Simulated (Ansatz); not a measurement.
# AlNi2: tests of the settings

One table from this session's results is given with a row withheld; the runs are named, their logs left out.

Program: Ansatz 0.2.0. Level of theory: DFT r2SCAN, scalar-relativistic, plane waves, PAW. These are calculated values, not measurements.

1 further run of the same task is left out (set aside as unsound or not needed). Runs told in other sessions of the task aren't counted.

## Starting point

The structure is trigonal, space group P-3m1 (No. 164). The conventional cell has a = 3.974 Å, b = 3.974 Å, c = 4.904 Å, α = 90.00°, β = 90.00°, γ = 120.00°. Al (site symmetry 3m) is surrounded by 8 Ni at 2.37 to 2.48 Å. Around Ni (site symmetry 3m) lie 5 Al at 2.37 to 2.48 Å and 3 Ni at 2.47 Å. Ni (site symmetry -3m) has 8 Ni at 2.45 to 2.47 Å and 6 Al at 2.75 Å in its first shell of neighbours. Ni (site symmetry -3m) is surrounded by 8 Ni at 2.45 to 2.77 Å and 6 Al at 2.48 Å.

Structure file:

```xyz
6
Lattice="3.9740 0.0000 0.0000 -1.9870 3.4416 0.0000 0.0000 0.0000 4.9043" Properties=species:S:1:pos:R:3 pbc="T T T"
Al    0.0000    2.2944    0.9312
Al    1.9870    1.1472    3.9731
Ni    0.0000    2.2944    3.3600
Ni    1.9870    1.1472    1.5443
Ni    0.0000    0.0000    2.4521
Ni    0.0000    0.0000    0.0000
```

Source of the structure: the Materials Project (structure only). It is taken as it stands there.

## The base input

input.yaml reads:

```yaml
crystal:
  lattice:
    - [3.9740030242, 0.0, 0.0]
    - [-1.9870015121, 3.4415875737, 0.0]
    - [0.0, 0.0, 4.90425882]
  atoms:
    - { symbol: Al, position: [0.33333333, 0.66666667, 0.18987406] }
    - { symbol: Al, position: [0.66666667, 0.33333333, 0.81012594] }
    - { symbol: Ni, position: [0.33333333, 0.66666667, 0.68511004] }
    - { symbol: Ni, position: [0.66666667, 0.33333333, 0.31488996] }
    - { symbol: Ni, position: [0.0, 0.0, 0.5] }
    - { symbol: Ni, position: [0.0, 0.0, 0.0] }
basis:
  ecutwfc: 500
kpoints:
  mp_grid: { grid: [12, 12, 8] }
hamiltonian:
  xc: r2scan
scf:
  occupations: { method: gaussian, width: 0.1 }
output:
  forces: true
  stress: true
  eigenvalues: true
  populations: true
  write_density: true
  write_potential: true
  elf: true
  volumetric_format: npy
```

It was run beforehand and gave: -4077.4821 eV/atom at zero smearing, pressure 0.65 GPa, largest force 0.010 eV/Å, no gap on the mesh, in 12 SCF cycles and 23 s.

Set-up of the first run:

input.yaml reads:

```yaml
crystal:
  lattice:
    - [3.9740030242, 0.0, 0.0]
    - [-1.9870015121, 3.4415875737, 0.0]
    - [0.0, 0.0, 4.90425882]
  atoms:
    - { symbol: Al, position: [0.3333333333, 0.6666666667, 0.18987406] }
    - { symbol: Al, position: [0.6666666667, 0.3333333333, 0.81012594] }
    - { symbol: Ni, position: [0.3333333333, 0.6666666667, 0.68511004] }
    - { symbol: Ni, position: [0.6666666667, 0.3333333333, 0.31488996] }
    - { symbol: Ni, position: [0.0, 0.0, 0.5] }
    - { symbol: Ni, position: [0.0, 0.0, 0.0] }
basis:
  ecutwfc: 200
kpoints:
  mp_grid: { grid: [12, 12, 8] }
hamiltonian:
  xc: r2scan
scf:
  occupations: { method: gaussian, width: 0.1 }
output:
  forces: true
  stress: true
  eigenvalues: true
relax:
  adjacent_minimum: "off"
  f_tol: 0.01
  max_steps: 60
  cell: { stress_tol: 0.05 }
```

Launch:

```sh
$ ansatz run input.yaml --threads 1 --pin off --max-ram 2560MiB --backend cpu --events-out ev --progress --plain --runs-dir out
```

Steps of the session up to this table: Relaxation, cutoff: 200 eV; Relaxing with cutoff 300 eV; Relaxation, cutoff: 350 eV; Relaxing with cutoff 650 eV.

One of the session's tables, all rows but one given; the rest of the session is left out.

It belongs to the step «The sweep of the cutoff of a full relaxation side by side». 

| cutoff | volume (Å³/atom) |
| --- | --- |
| 200 | 11.18 |
| 300 | 11.28 |
| 350 | ? |
| 500 | 11.22 |
| 650 | 11.22 |

Estimate the missing values for cutoff = 350.

Worked estimate for «volume (Å³/atom)». A straight line through the neighbours (300, 11.28) and (500, 11.22) gives 11.28 + (11.22 − 11.28) × (350 − 300) / (500 − 300) = 11.27; a parabola fitted to 4 rows on both sides gives 11.25.

**Answer.** volume (Å³/atom): 11.23. In «volume (Å³/atom)» the line misses by +0.04 and the parabola by +0.02. Between these rows the values bend or scatter more than so simple an estimate can follow.

Caveats from the session: The settings are coarse, so take the values as rough. The final runs have no spin polarisation, so a magnetic state may lie lower. Warnings in the runs' records: cutoff below recommended.
